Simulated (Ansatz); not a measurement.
Data:

CsBr:
```xyz
2
Lattice="4.1396 0.0000 0.0000 0.0000 4.1396 0.0000 0.0000 0.0000 4.1396" Properties=species:S:1:pos:R:3 pbc="T T T"
Cs     0.0000     0.0000     0.0000
Br     2.0698     2.0698     2.0698
```

This is the LDA-relaxed structure.

Question: All from DFT-LDA in the program Ansatz with PAW potentials, unless another level is named. Predict the formation energy from the elements (no fitted shifts).

Answer: -1.84 eV/atom.

Question: Next, the electron effective mass, band 2 of 2 at the edge?

Answer: 0.32 along [100], 0.39 along [110], 0.50 along [111] (mₑ).

Question: And the hole effective mass, band 2 of 3 at the edge?

Answer: 2.9 along [100], 1.7 along [110], 2.0 along [111] (mₑ).

Space group Pm-3m (CsCl type). Symmetry was held in the LDA relaxation. The references are the lowest solids computed at this level, not always the standard phases. Scalar-relativistic: spin–orbit coupling is off unless named, which matters more the heavier the elements.

Potentials: the later of the program's two PAW sets.

Edges and masses are those of Kohn–Sham bands, whose gap is no quasiparticle gap.
